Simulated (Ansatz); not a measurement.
In3Sb:

```
Sb In
1.0
     4.83696    0.00000    0.00000
     0.00000    4.83696    0.00000
     0.00000    0.00000    4.83696
Sb In
1 3
Direct
  0.00000 0.00000 0.00000
  0.00000 0.50000 0.50000
  0.50000 0.00000 0.50000
  0.50000 0.50000 0.00000
```

The cell comes from a database or a generator and needn't be the stable form of this composition.

Base run:

| Quantity | Value |
| --- | --- |
| Program | Ansatz 0.2.0 |
| Functional | PBEsol |
| Potentials or basis | all-electron LAPW, scalar-relativistic |
| Cutoff | 157 eV |
| Density cutoff | 629 eV |
| Basis error allowed | 0.001 eV/atom |
| k mesh | 6 × 6 × 6 |
| Occupations | fermi-dirac, width 0.05 eV |
| Spin | no spin polarisation |

Its results: pressure -2.6 GPa.

**Question.** The run is repeated on the same cell with these changes: functional from PBEsol to LDA; basis error allowed from 0.001 eV/atom to 0.002 eV/atom. What comes out?

**Answer.** Pressure -3.9 GPa.

Not every run made on this cell is shown here.
